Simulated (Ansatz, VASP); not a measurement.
**Cross-check of Ta (Ta wire along [100], 16 atoms a period) between VASP and Ansatz**

One calculation is typed for both programs; each brings its own data sets. How far apart do they land? The structure shown is the start of the Ansatz relaxation below; VASP solves that cell, so the two are compared at the walk's first step.

Main program and level: Ansatz 0.2.0; plane waves, with VASP 6.6.1 beside it; single point at PBE.

### Step 1. The starting structure

The cell holds 16 atoms: 16 Ta. Its edges and angles: a = 16.760 Å, b = 16.760 Å, c = 3.320 Å, α = 90.0°, β = 90.0°, γ = 90.0°. Vacuum lies along a and b. The structure's axis is c.

### Step 2. Ansatz: relaxation, PBE

Ansatz runs on its PAW soft_1 files.

The two programs are compared at the cell with which this relaxation starts, whose forces are those of its first step.

File input.yaml:

```yaml
crystal:
  lattice:
    - [16.76, 0.0, 0.0]
    - [0.0, 16.76, 0.0]
    - [0.0, 0.0, 3.32]
  atoms:
    - { symbol: Ta, position: [0.202863962, 0.5, 0.0] }
    - { symbol: Ta, position: [0.400954654, 0.301909308, 0.0] }
    - { symbol: Ta, position: [0.400954654, 0.5, 0.0] }
    - { symbol: Ta, position: [0.400954654, 0.698090692, 0.0] }
    - { symbol: Ta, position: [0.599045346, 0.301909308, 0.0] }
    - { symbol: Ta, position: [0.599045346, 0.5, 0.0] }
    - { symbol: Ta, position: [0.599045346, 0.698090692, 0.0] }
    - { symbol: Ta, position: [0.797136038, 0.5, 0.0] }
    - { symbol: Ta, position: [0.301909308, 0.400954654, 0.5] }
    - { symbol: Ta, position: [0.301909308, 0.599045346, 0.5] }
    - { symbol: Ta, position: [0.5, 0.202863962, 0.5] }
    - { symbol: Ta, position: [0.5, 0.400954654, 0.5] }
    - { symbol: Ta, position: [0.5, 0.599045346, 0.5] }
    - { symbol: Ta, position: [0.5, 0.797136038, 0.5] }
    - { symbol: Ta, position: [0.698090692, 0.400954654, 0.5] }
    - { symbol: Ta, position: [0.698090692, 0.599045346, 0.5] }
kpoints:
  mp_grid: { grid: [1, 1, 25] }
scf:
  occupations: { method: fermi_dirac, width: 0.05 }
hamiltonian:
  xc: pbe
  pseudopotentials: { kind: paw, azcp: { folder: soft_1 } }
relax:
  cell: { fix: [a, b, alpha, beta, gamma] }
  max_steps: 45
  f_tol: 0.03
```

The run is started by

```console
$ ansatz run input.yaml --threads 4 --pin off --max-ram 16384MiB --backend cpu --events-out ev --progress --plain --runs-dir out
```

Numbers of over 12 decimals in the logs are rounded to 6 here.

The log of the run:

```text
Engine: ansatz 0.2.0, x86_64-unknown-linux-gnu
Pseudopotentials: kind: paw
Pseudopotential: Ta, paw, valence charge 13, recommended cutoff 420 eV (normal), soft_1/Ta.paw.azcp
Functional definition: PBE
  parameter kappa = 0.804
  parameter beta = 0.066725
  exchange = pbe_x(kappa = kappa, mu = beta*pi^2/3)
  correlation = pbe_c(beta = beta)
Crystal: 16 atoms, lattice volume = 932.580 Å³
Basis set: ecut = 420 eV, 18311 PW (Γ), exchange–correlation on 240×240×48 points (8 copies of the dense FFT grid, shifted against one another)
Bands: 125, of which v1, the nominal top of the filled ones, is band 104 counted from 1 (103 counted from 0)
Symmetry: 16 space group operations
Space group: P42/mmc (ITA 131), of the structure as read, at distance tolerance 9.8e-5 Å
k-points: 13 of 25
Non-local potential: Ta, projectors of the file, l = 0: 3, l = 1: 2, l = 2: 2, l = 3: 1
PAW form: soft (Blöchl's): semilocal exchange-correlation on the pseudo side does not see the compensation charge
PAW one-centre angular grid: Ta, 590 points (default); XC on 64 Gauss nodes
Initial density: superposition of atomic densities (neutral atoms: chi_scale 0, normalization atom)
Initial wavefunctions: pseudopotential atomic-orbital guess
Functional: x = pbe(κ = 0.804, μ = 0.219515), c = pbe(β = 0.066725)
SCF iter   1: F=—  HF=-158929.678799 eV  |F-HF|=—  |Δ(HF+E_count)|=         —  Δρ=4.17e-2  dr2=1.89e2  ethr=3.10e-3  ⟨swp⟩=11.8  Hψ=7717  notcnv=0  defer=4
preconditioner: auto → LDOS  [metal: Δε(μ)=0.020 eV  Ē_g=4.005 eV  σ=0.050 eV  W_gap=0.10  n_scr=142 (ndim 8)  ℏωp=10.9 eV  f_vac=0.533  D(μ)=14.19/eV (n_scr^D=60)  β→1.0]
SCF iter   2: F=—  HF=-158946.877950 eV  |F-HF|=—  |Δ(HF+E_count)|=    1.72e1  Δρ=7.57e-2  dr2=8.87e2  ethr=3.10e-3  ⟨swp⟩=9.1  Hψ=7904  notcnv=0  defer=57  recentre
SCF iter   3: F=—  HF=-158916.331100 eV  |F-HF|=—  |Δ(HF+E_count)|=    3.05e1  Δρ=1.96e-2  dr2=4.96e1  ethr=3.10e-3  ⟨swp⟩=6.6  Hψ=6704  notcnv=1  defer=32
SCF iter   4: F=—  HF=-158912.971007 eV  |F-HF|=—  |Δ(HF+E_count)|=    3.36e0  Δρ=4.33e-3  dr2=8.35e-1  ethr=3.10e-3  ⟨swp⟩=5.2  Hψ=3239  notcnv=0  defer=42
SCF iter   5: F=—  HF=-158912.921329 eV  |F-HF|=—  |Δ(HF+E_count)|=   4.97e-2  Δρ=1.56e-3  dr2=4.66e-2  ethr=4.02e-4  ⟨swp⟩=3.8  Hψ=2531  notcnv=0  defer=44
SCF iter   6: F=—  HF=-158912.918303 eV  |F-HF|=—  |Δ(HF+E_count)|=   3.03e-3  Δρ=6.88e-4  dr2=1.92e-2  ethr=2.24e-5  ⟨swp⟩=4.5  Hψ=3625  notcnv=0  defer=40
SCF iter   7: F=—  HF=-158912.918527 eV  |F-HF|=—  |Δ(HF+E_count)|=   2.25e-4  Δρ=4.10e-4  dr2=9.95e-3  ethr=9.22e-6  ⟨swp⟩=2.8  Hψ=2307  notcnv=0  defer=40
SCF iter   8: F=—  HF=-158912.918566 eV  |F-HF|=—  |Δ(HF+E_count)|=   3.89e-5  Δρ=1.39e-4  dr2=1.69e-3  ethr=4.78e-6  ⟨swp⟩=1.6  Hψ=1643  notcnv=0  defer=39
SCF iter   9: F=—  HF=-158912.918615 eV  |F-HF|=—  |Δ(HF+E_count)|=   4.85e-5  Δρ=3.70e-5  dr2=4.49e-5  ethr=8.13e-7  ⟨swp⟩=2.2  Hψ=1909  notcnv=0  defer=40
SCF iter  10: F=—  HF=-158912.918587 eV  |F-HF|=—  |Δ(HF+E_count)|=   2.78e-5  Δρ=1.38e-5  dr2=6.75e-6  ethr=2.16e-8  ⟨swp⟩=2.5  Hψ=2280  notcnv=0  defer=39
SCF iter  11: F=—  HF=-158912.918588 eV  |F-HF|=—  |Δ(HF+E_count)|=   1.57e-6  Δρ=6.06e-6  dr2=2.35e-6  ethr=3.24e-9  ⟨swp⟩=2.3  Hψ=2398  notcnv=0  defer=39
SCF iter  12: F=—  HF=-158912.918588 eV  |F-HF|=—  |Δ(HF+E_count)|=   1.67e-8  Δρ=2.23e-6  dr2=2.64e-7  ethr=1.13e-9  ⟨swp⟩=2.0  Hψ=1779  notcnv=0  defer=39
SCF iter  13: F=-158912.918588 eV  HF=-158912.918588 eV  |F-HF|=1.10e-8  |Δ(HF+E_count)|=   1.94e-8  Δρ=6.12e-7  dr2=1.62e-8  ethr=4.81e-11  ⟨swp⟩=5.5  Hψ=5186  notcnv=0
SCF 1 converged in 13 iterations: F = -158912.918588 eV  dr2 = 1.62e-8
  greatest PAW one-centre occupation: 0.999 electrons in one spin orbital (limit 2), on the Ta atom at site 12 (counted from 0), in its partial waves of l = 0
relax step   1: F+E_penalty+E_count = -158912.91858832 eV  Δ(F+E_penalty+E_count) = +0.000e0 eV  max|allowed force component| = 2.469e0 eV/Å  Δτ_max = 0.0000 Å  P = -4.746 GPa  Ω = 932.580 Å³  fix = [a, b, alpha, beta, gamma]  reactions: a -4.114, b -4.114 GPa  (13 SCF iters, dr2 threshold 1.00e-7 eV, accepted)
[...]
relax step   4: F+E_penalty+E_count = -158914.98897299 eV  Δ(F+E_penalty+E_count) = -1.434e-2 eV  max|allowed force component| = 6.000e-2 eV/Å  Δτ_max = 0.0275 Å  P = -0.056 GPa  Ω = 885.033 Å³  energy of the carried Pulay correction = +3.161e-3 eV  fix = [a, b, alpha, beta, gamma]  reactions: a -0.044, b -0.044 GPa  (7 SCF iters, dr2 threshold 1.59e-6 eV, accepted)
[...]
relax step   5: F+E_penalty+E_count = -158914.99114875 eV  Δ(F+E_penalty+E_count) = -2.176e-3 eV  max|allowed force component| = 9.855e-3 eV/Å  Δτ_max = 0.0068 Å  P = -0.004 GPa  Ω = 884.984 Å³  energy of the carried Pulay correction = +3.164e-3 eV  fix = [a, b, alpha, beta, gamma]  reactions: a +0.004, b +0.004 GPa  (7 SCF iters, dr2 threshold 2.25e-7 eV, accepted)
[...]
relax step   6: F+E_penalty+E_count = -158914.98819812 eV  Δ(F+E_penalty+E_count) = +2.951e-3 eV  max|allowed force component| = 1.007e-2 eV/Å  Δτ_max = 0.0000 Å  P = -0.004 GPa  Ω = 884.984 Å³  fix = [a, b, alpha, beta, gamma]  reactions: a +0.005, b +0.005 GPa  stress off target by 2.14e-2 GPa on what of the cell is left free  SCF on the basis re-selected at this cell (its energy is not comparable with the rows above)  (6 SCF iters)
basis re-selected at this cell: Δ(F+E_penalty+E_count) = +2.951e-3 eV, ΔP = -0.000 GPa vs the last step (what re-selecting the basis moved, of the pressure what is left beyond the Pulay correction that the steps carried, after the strain that the cell walked since its last selection, with what the two solves' SCF thresholds leave and, on support functions, any second-order correction that the steps lacked; it is no m [...]
SCF converged after 6 iterations
Free energy (F): -158914.988198 eV
Harris-Foulkes:  -158914.988198 eV  (|F-HF|=8.73e-11)
Internal energy: -158914.820286 eV  (E = F + TS)
E sigma→0 (E₀):  -158914.904242 eV
Entropy (-TS):   -0.167912 eV (-10.495 meV/atom)
Fermi energy:    3.383879 eV
--- Per-component energies (eV) ---
  E_band       = -4873.936825
  E_kinetic    = 6289.757478
  E_local      = -112583.313756  (includes V_loc(G=0)·N_el)
  E_nonlocal   = -173.987826
  E_hartree    = 53479.090431
  E_xc         = -5125.504028
  E_vxc        = -3718.385543  (∫ρ·V_xc dr)
  E_paw        = -132872.609930  (= ΣΔE_a)
  E_vpaw       = -1646.189519  (= ΣTr[D̂ρ^β])
  E_aug_tail   = 0.001495  (compensation charges beyond the density's cutoff)
  E_ewald      = 32071.745851
  E_smearing   = -0.167912  (= −TS)
  E_closure    = -0.000000  (closes the sum)
  Σ components = -158914.988198   (vs F -158914.988198, Δ=0.00e0)
--- Forces (eV/Å), atoms counted from 1 ---
  atom   1  Ta    -0.01006657    -0.00000000     0.00000000
  atom   2  Ta    -0.00246544     0.00666102     0.00000000
  atom   3  Ta    -0.00791640     0.00000000     0.00000000
  atom   4  Ta    -0.00246544    -0.00666102     0.00000000
  atom   5  Ta     0.00246544     0.00666102     0.00000000
  atom   6  Ta     0.00791640     0.00000000     0.00000000
  atom   7  Ta     0.00246544    -0.00666102     0.00000000
  atom   8  Ta     0.01006657     0.00000000     0.00000000
  atom   9  Ta     0.00666102    -0.00246544     0.00000000
  atom  10  Ta     0.00666102     0.00246544     0.00000000
  atom  11  Ta     0.00000000    -0.01006657     0.00000000
  atom  12  Ta    -0.00000000    -0.00791640     0.00000000
  atom  13  Ta    -0.00000000     0.00791640     0.00000000
  atom  14  Ta     0.00000000     0.01006657     0.00000000
  atom  15  Ta    -0.00666102    -0.00246544     0.00000000
  atom  16  Ta    -0.00666102     0.00246544     0.00000000
  max |Σ_I F_I| component: 8.67e-18 eV/Å
--- Stress (GPa, compression-positive) ---
        0.004752       0.000000       0.000000
        0.000000       0.004752       0.000000
        0.000000       0.000000      -0.021372
  P = ⅓ Tr σ = -0.0040 GPa (-0.040 kbar)
--- Relaxed structure (5 steps of the walk, 5 accepted, 1 SCFs on fresh bases) ---
  F+E_penalty+E_count = -158914.98819812 eV   max|allowed force component| = 1.007e-2 eV/Å   (the final SCF, on the basis selected at the relaxed cell)
  cell:  # Å, volume = 884.9836 Å³
    - [16.76, 0.0, 0.0]
    - [0.0, 16.76, 0.0]
    - [0.0, 0.0, 3.150556]
  atoms:
    - { symbol: Ta, position: [0.213320, 0.5, 0.0] }
    - { symbol: Ta, position: [0.402592, 0.300863, 0.0] }
    - { symbol: Ta, position: [0.400648, 0.5, 0.0] }
    - { symbol: Ta, position: [0.402592, 0.699137, 0.0] }
    - { symbol: Ta, position: [0.597408, 0.300863, 0.0] }
    - { symbol: Ta, position: [0.599352, 0.5, 0.0] }
    - { symbol: Ta, position: [0.597408, 0.699137, 0.0] }
    - { symbol: Ta, position: [0.786680, 0.5, 0.0] }
    - { symbol: Ta, position: [0.300863, 0.402592, 0.5] }
    - { symbol: Ta, position: [0.300863, 0.597408, 0.5] }
    - { symbol: Ta, position: [0.5, 0.213320, 0.5] }
    - { symbol: Ta, position: [0.5, 0.400648, 0.5] }
    - { symbol: Ta, position: [0.5, 0.599352, 0.5] }
    - { symbol: Ta, position: [0.5, 0.786680, 0.5] }
    - { symbol: Ta, position: [0.699137, 0.402592, 0.5] }
    - { symbol: Ta, position: [0.699137, 0.597408, 0.5] }
```

(Continued in part 2 of 2.)

[Lines on the potential files, build, host, timing and source positions are cut from VASP's logs without a mark.]

[Logs are printed without paths, hosts, clocks, repeated set-up lines and the standing remarks that a program may print on its own settings, such as how far it seeks lower states.]

[Hosts, paths, dates, database ids (printed as entryN), source tags and the programs' standing remarks are cut or masked in the printed files.]
